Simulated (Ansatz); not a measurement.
HfB$_{2}$, DFT, PBE, all-electron LAPW, scalar-relativistic (Ansatz 0.2.0), run on 1 thread of Intel(R) Xeon(R) Platinum 8488C (Sapphire Rapids) on a shared host.

The cell is COD entry 1510711, as deposited and not checked against the literature; nothing was relaxed. The listed cell was then made from it by scaling, straining or moving an atom.

Command: `ansatz run input.yaml --threads 1 --pin off --max-ram 6144MiB --backend cpu --events-out ev --progress --plain --runs-dir out`

```yaml
crystal:
  lattice:
    - [3.1400001005, -0.031400001, -0.031400001]
    - [-1.5971932488, 2.7350198554, -0.011493198]
    - [-0.0348, -0.0348, 3.48]
  atoms:
    - { symbol: Hf, position: [0.0, 0.0, 0.0] }
    - { symbol: B, position: [0.3333333333, 0.6666666667, 0.5] }
    - { symbol: B, position: [0.6666666667, 0.3333333333, 0.5] }
kpoints:
  mp_grid: { grid: [13, 13, 11] }
  band_path:
    path:
      - [0.0, 0.0, 0.0]
      - [0.0, 0.0, 0.5]
      - [-0.5, 0.5, 0.0]
      - [0.0, 0.0, 0.0]
      - [0.0, -0.5, 0.0]
      - [-0.5, 0.0, 0.5]
      - [0.0, 0.0, 0.0]
      - [-0.5, 0.0, 0.0]
      - [0.0, -0.5, 0.5]
    npoints: 5
scf:
  occupations: { method: fermi_dirac, width: 0.05 }
hamiltonian:
  xc: pbe
  pseudopotentials: { kind: all_electron, lapw: { basis_error: 0.0005 } }
output:
  forces: true
  stress: true
  eigenvalues: true
```

**Question.** How large is the problem that the program sets up?

**Answer.** 930 irreducible k-points, 383 plane waves at Γ, 32 bands.

**Question.** Estimate the wall time and the peak memory.

**Answer.** 3 min of wall time for 9 SCF iterations, with a peak of 2.7 GiB. Times on shared machines scatter by tens of per cent.
